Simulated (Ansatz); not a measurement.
# Al₂O₃: the gap against volume

Al₂O₃, R-3c, a = 4.809 Å, c = 13.123 Å. Ansatz: PBE, PAW, 420 eV, Γ-centred 6×6×6 mesh on 10 atoms, Gaussian smearing 0.02 eV; no spin polarisation. Shape and atoms are relaxed at each volume; x = ln(V/V0) with V0 = 8.760 Å³/atom. The gap is read at the mesh points alone.

```
      x gap y (eV)
-0.0619       6.601
-0.0305       6.217
 0.0000           ?
 0.0296       5.501
 0.0583       5.163
```

Q: Fit a straight line to the other rows, give the volume deformation potential of the gap and its pressure coefficient, and predict the missing gap. B0 = 230.2 GPa.

A: Means x = -0.001125, y = 5.8705; Σ(Δx)² = 0.009032, ΣΔxΔy = -0.1080; the slope is their ratio. y = 5.8571 − 11.954 x. The slope is the deformation potential a = dE_g/d ln V = -11.95 eV, and dE_g/dP = −a/B0 = 51.9 meV/GPa. At x = 0.0000 the fit asked for gives 5.857 eV. The run gave 5.851 eV, so the fit is 0.006 eV too high, within twice the rms miss on the fitted rows (0.004 eV).

Semilocal functionals give gaps under the measured ones; changes of the gap mostly carry over better.